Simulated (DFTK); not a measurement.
# CsPbCl3 (Pm-3m) in DFTK: reference runs

How does CsPbCl3 come out in PBEsol? The cell is run as given, then over a range of volumes.

All numbers are computed with DFTK 0.8.2; they aren't measurements. Logs are shortened: lines on timing, memory, paths and dates and some standing lists are left out, and cuts for length are marked.

## (1) Starting point

It takes space group Pm-3m (No. 221, cubic). Conventional cell: a = 5.605 Å, b = 5.605 Å, c = 5.605 Å, α = 90.00°, β = 90.00°, γ = 90.00°. Pb (site symmetry m-3m) has 6 Cl at 2.80 Å as nearest neighbours. Around Cs (site symmetry m-3m) lie 12 Cl at 3.96 Å. Cl (site symmetry 4/mmm) has 2 Pb at 2.80 Å as nearest neighbours.

## (2) Single point, PBEsol

Input file run.jl:

```julia
using DFTK
using PseudoPotentialData
using Unitful, UnitfulAtomic
using LinearAlgebra, Printf
include("save.jl")
disable_threading()

# lattice vectors are the columns
lattice = austrip(1u"Å") * [         5.605            0.0            0.0;
                      0.0          5.605            0.0;
                      0.0            0.0          5.605]
symbols   = [:Pb, :Cs, :Cl, :Cl, :Cl]
positions = [[0.5, 0.5, 0.5],
             [0.0, 0.0, 0.0],
             [0.5, 0.0, 0.5],
             [0.0, 0.5, 0.5],
             [0.5, 0.5, 0.0]]
pseudopotentials = PseudoFamily("dojo.nc.sr.pbesol.v0_4_1.standard.upf")
elements = Dict(s => ElementPsp(s, pseudopotentials) for s in unique(symbols))
atoms    = [elements[s] for s in symbols]

build_model(lattice, positions; symmetries=true) =
    model_DFT(lattice, atoms, positions;
              functionals=PBEsol(),
              temperature=austrip(0.05u"eV"),
              smearing=Smearing.FermiDirac(),
              symmetries)
Ecut  = 34.0  # hartree
kgrid = [5, 5, 5]
tol   = 1e-6
to_GPa = ustrip(uconvert(u"GPa", 1u"hartree/bohr^3"))

model = build_model(lattice, positions)
basis = PlaneWaveBasis(model; Ecut, kgrid)
display(basis)
scfres = self_consistent_field(basis;
                               tol,
                               nbandsalg=AdaptiveBands(model; n_bands_converge=28))
display(scfres.energies)
@printf "Fermi level: %.6f eV\n" ustrip(auconvert(u"eV", something(scfres.εF, NaN)))
forces = compute_forces_cart(scfres)
println("Forces (eV/Å)")
for (s, f) in zip(symbols, forces)
    @printf "%-3s %12.6f %12.6f %12.6f\n" s ustrip.(auconvert.(u"eV/Å", f))...
end
stress = compute_stresses_cart(scfres)
println("Stress (GPa)")
display(round.(stress * to_GPa; digits=4))
println("Levels at the first k-point (eV): ", round.(ustrip.(auconvert.(u"eV", scfres.eigenvalues[1][1:scfres.n_bands_converge])); digits=4))
save_scf!(scfres; forces, stress)
```

Potentials or basis: dojo.nc.sr.pbesol.v0_4_1.standard.upf (PBEsol).

Command:

```sh
julia --threads=1 run.jl  # save.jl only writes the numbers to a file and isn't shown; printed stress counts tension as positive; times include loading and compiling
```

What it wrote:

```text
PlaneWaveBasis discretization:

    Ecut                 : 34.0 Ha
    fft_size             : (60, 60, 60), 216000 total points
    kgrid                : MonkhorstPack([5, 5, 5])
    num.   red. kpoints  : 125
    num. irred. kpoints  : 10

    Discretized Model(gga_x_pbe_sol+gga_c_pbe_sol, 3D):
        lattice (in Bohr)    : [10.5919   , 0         , 0         ]
                               [0         , 10.5919   , 0         ]
                               [0         , 0         , 10.5919   ]
        unit cell volume     : 1188.3 Bohr³

        atoms                : Cl₃CsPb
        pseudopot. family    : PseudoFamily("dojo.nc.sr.pbesol.v0_4_1.standard.upf")

        num. electrons       : 44
        spin polarization    : none
        temperature          : 0.0018375 Ha
        smearing             : DFTK.Smearing.FermiDirac()

        terms                : Kinetic()
                               AtomicLocal()
                               AtomicNonlocal()
                               Ewald(nothing)
                               PspCorrection()
                               Hartree()
                               Xc(gga_x_pbe_sol, gga_c_pbe_sol)
                               Entropy()
n     Energy            log10(ΔE)   log10(Δρ)   Diag   Δtime
---   ---------------   ---------   ---------   ----   ------
  1   -142.9468140062                   -0.92    5.6    54.2s
  2   -142.9878594500       -1.39       -1.43    2.0    32.9s
  3   -142.9897805529       -2.72       -1.72    3.2    33.3s
  4   -142.9898958134       -3.94       -2.23    1.9    29.8s
  5   -142.9899450815       -4.31       -2.75    3.4    34.2s
  6   -142.9899507306       -5.25       -3.35    2.9    34.1s
  7   -142.9899510635       -6.48       -4.18    3.8    41.0s
  8   -142.9899510769       -7.87       -4.84    4.3    40.2s
  9   -142.9899510776       -9.18       -5.50    4.0    37.9s
 10   -142.9899510776      -10.65       -6.37    3.7    42.3s
Energy breakdown (in Ha):
    Kinetic             56.4261685
    AtomicLocal         -105.7819483
    AtomicNonlocal      -4.3323177
    Ewald               -87.4707110
    PspCorrection       3.4553336
    Hartree             34.7153516
    Xc                  -40.0018278
    Entropy             -0.0000000

    total               -142.989951077608
Fermi level: 2.764000 eV
Forces (eV/Å)
Pb      0.000000     0.000000     0.000000
Cs      0.000000     0.000000     0.000000
Cl      0.000000     0.000000     0.000000
Cl     -0.000000     0.000000     0.000000
Cl      0.000000     0.000000     0.000000
Stress (GPa)
3×3 StaticArraysCore.SMatrix{3, 3, Float64, 9} with indices SOneTo(3)×SOneTo(3):
 -0.1695   0.0      0.0
  0.0     -0.1695   0.0
  0.0      0.0     -0.1695
Levels at the first k-point (eV): [-19.381, -14.795, -14.795, -14.5395, -14.5395, -14.5395, -13.1851, -12.2839, -12.2839, -6.1569, -6.1569, -6.1569, -4.7297, -2.7536, -2.7536, -2.7536, -0.667, -0.667, -0.667, -0.5576, -0.5576, -0.5576, 5.179, 6.1755, 6.1755, 7.0658, 7.0658, 7.0658]
```

Wall time 11 min (1 thread of Intel Xeon at 2.50GHz (Skylake/Cascade Lake), shared host); peak memory 2.4 GiB.

What came out:

| Item | Value |
| --- | --- |
| Free energy | -3890.9548 eV |
| Pressure | 0.2 GPa |
| Band gap on the k mesh | 2.86 eV, direct |

Caveat: spin-orbit coupling is left out, which as a rule narrows the gap of such compounds by several tenths of an eV; an odd mesh through Γ misses points on the zone boundary, where band edges often lie.

## (3) Single point, PBEsol, 33.10 Å³/atom (volume scaled by 0.94)

Input file run.jl:

```julia
using DFTK
using PseudoPotentialData
using Unitful, UnitfulAtomic
using LinearAlgebra, Printf
include("save.jl")
disable_threading()

# lattice vectors are the columns
lattice = austrip(1u"Å") * [         5.605            0.0            0.0;
                      0.0          5.605            0.0;
                      0.0            0.0          5.605]
symbols   = [:Pb, :Cs, :Cl, :Cl, :Cl]
positions = [[0.5, 0.5, 0.5],
             [0.0, 0.0, 0.0],
             [0.5, 0.0, 0.5],
             [0.0, 0.5, 0.5],
             [0.5, 0.5, 0.0]]
pseudopotentials = PseudoFamily("dojo.nc.sr.pbesol.v0_4_1.standard.upf")
elements = Dict(s => ElementPsp(s, pseudopotentials) for s in unique(symbols))
atoms    = [elements[s] for s in symbols]

build_model(lattice, positions; symmetries=true) =
    model_DFT(lattice, atoms, positions;
              functionals=PBEsol(),
              temperature=austrip(0.05u"eV"),
              smearing=Smearing.FermiDirac(),
              symmetries)
Ecut  = 34.0  # hartree
kgrid = [5, 5, 5]
tol   = 1e-6
to_GPa = ustrip(uconvert(u"GPa", 1u"hartree/bohr^3"))

results["points"] = []
for scale in [0.94, 0.96, 0.98, 1.0, 1.02, 1.04, 1.06]
    println("\n=== scale = ", scale)
    model = build_model(cbrt(scale) * lattice, positions)
    basis = PlaneWaveBasis(model; Ecut, kgrid)
    t0 = time()
    scfres = self_consistent_field(basis;
                                   tol,
                                   nbandsalg=AdaptiveBands(model; n_bands_converge=28))
    seconds = time() - t0
    @printf "SCF: %d iterations, %.1f s\n" scfres.n_iter seconds
    forces = compute_forces_cart(scfres)
    stress = compute_stresses_cart(scfres)
    @printf "V = %.5f Å^3  F = %.8f Ha  max force = %.5f eV/Å  p = %.4f GPa\n" ustrip(auconvert(u"Å^3", model.unit_cell_volume)) scfres.energies.total ustrip(auconvert(u"eV/Å", maximum(norm, forces))) (-tr(stress) / 3 * to_GPa)
    push!(results["points"], save_scf!(scfres; forces, stress, d=Dict{String,Any}("seconds" => seconds, "n_matvec" => get(scfres, :n_matvec, 0))))
end

# third-order Birch-Murnaghan fit in x = V^(-2/3)
V = [0.94, 0.96, 0.98, 1.0, 1.02, 1.04, 1.06] * abs(det(lattice))
E = [p["total"] for p in results["points"]]
x = V .^ (-2 / 3)
c = [x .^ 0 x x .^ 2 x .^ 3] \ E
Δ = c[3]^2 - 3c[2] * c[4]
if Δ > 0
    x0 = (-c[3] + sqrt(Δ)) / 3c[4]
    B0 = 4 / 9 * x0^(7 / 2) * (2c[3] + 6c[4] * x0)
    @printf "V0 = %.4f Å^3  B0 = %.2f GPa\n" ustrip(auconvert(u"Å^3", x0^(-3 / 2))) B0 * to_GPa
end
```

Potentials or basis: dojo.nc.sr.pbesol.v0_4_1.standard.upf (PBEsol).

Command:

```sh
julia --threads=1 run.jl  # one pass of the loop, scale = 0.94; save.jl only writes the numbers to a file and isn't shown; printed stress counts tension as positive; times include loading and compiling
```

It took 4.3 min on 1 thread of AMD EPYC (Zen 3), shared host.

It converged, with:

```yaml
Free_energy: -3890.8864 eV
Pressure: 2.0 GPa
Band_gap_on_the_k_mesh: 2.71 eV, direct
```

Caveat: spin-orbit coupling is left out, which as a rule narrows the gap of such compounds by several tenths of an eV; an odd mesh through Γ misses points on the zone boundary, where band edges often lie.

## (4) Single point, PBEsol, 33.81 Å³/atom (volume scaled by 0.96)

run.jl is that of step 3.

Potentials or basis: dojo.nc.sr.pbesol.v0_4_1.standard.upf (PBEsol).

Command:

```sh
julia --threads=1 run.jl  # one pass of the loop, scale = 0.96; save.jl only writes the numbers to a file and isn't shown; printed stress counts tension as positive; times include loading and compiling
```

Run time: 3.8 min. Hardware: 1 thread of AMD EPYC (Zen 3), shared host.

Results:

* Free energy: -3890.9229 eV
* Pressure: 1.3 GPa
* Band gap on the k mesh: 2.76 eV, direct

Caveat: spin-orbit coupling is left out, which as a rule narrows the gap of such compounds by several tenths of an eV; an odd mesh through Γ misses points on the zone boundary, where band edges often lie.

## (5) Single point, PBEsol, 34.51 Å³/atom (volume scaled by 0.98)

run.jl is that of step 4.

Command:

```sh
julia --threads=1 run.jl  # one pass of the loop, scale = 0.98; save.jl only writes the numbers to a file and isn't shown; printed stress counts tension as positive; times include loading and compiling
```

Run time: 4.3 min. Hardware: 1 thread of AMD EPYC (Zen 3), shared host.

Results (log left out):

- Free energy: -3890.9452 eV
- Pressure: 0.7 GPa
- Band gap on the k mesh: 2.81 eV, direct

Caveat: spin-orbit coupling is left out, which as a rule narrows the gap of such compounds by several tenths of an eV; an odd mesh through Γ misses points on the zone boundary, where band edges often lie.

## (6) Single point, PBEsol, 35.22 Å³/atom

run.jl is that of step 5.

Potentials or basis: dojo.nc.sr.pbesol.v0_4_1.standard.upf (PBEsol).

Command:

```sh
julia --threads=1 run.jl  # one pass of the loop, scale = 1.0; save.jl only writes the numbers to a file and isn't shown; printed stress counts tension as positive; times include loading and compiling
```

Wall time 4.5 min (1 thread of AMD EPYC (Zen 3), shared host).

It converged, with:

```
Free energy            : -3890.9548 eV
Pressure               : 0.2 GPa
Band gap on the k mesh : 2.86 eV, direct
```

Caveat: spin-orbit coupling is left out, which as a rule narrows the gap of such compounds by several tenths of an eV; an odd mesh through Γ misses points on the zone boundary, where band edges often lie.

## (7) Single point, PBEsol, 35.92 Å³/atom (volume scaled by 1.02)

run.jl is that of step 6.

Command:

```sh
julia --threads=1 run.jl  # one pass of the loop, scale = 1.02; save.jl only writes the numbers to a file and isn't shown; printed stress counts tension as positive; times include loading and compiling
```

Wall time 4.5 min (1 thread of AMD EPYC (Zen 3), shared host).

It converged, with:

```
Free energy            : -3890.9531 eV
Pressure               : -0.3 GPa
Band gap on the k mesh : 2.90 eV, direct
```

Caveat: spin-orbit coupling is left out, which as a rule narrows the gap of such compounds by several tenths of an eV; an odd mesh through Γ misses points on the zone boundary, where band edges often lie.

## (8) Single point, PBEsol, 36.63 Å³/atom (volume scaled by 1.04)

run.jl is that of step 7.

Command:

```sh
julia --threads=1 run.jl  # one pass of the loop, scale = 1.04; save.jl only writes the numbers to a file and isn't shown; printed stress counts tension as positive; times include loading and compiling
```

Wall time 5.3 min (1 thread of AMD EPYC (Zen 3), shared host).

It converged, with:

| Quantity | Value |
| --- | --- |
| Free energy | -3890.9413 eV |
| Pressure | -0.8 GPa |
| Band gap on the k mesh | 2.94 eV, direct |

Caveat: spin-orbit coupling is left out, which as a rule narrows the gap of such compounds by several tenths of an eV; an odd mesh through Γ misses points on the zone boundary, where band edges often lie.
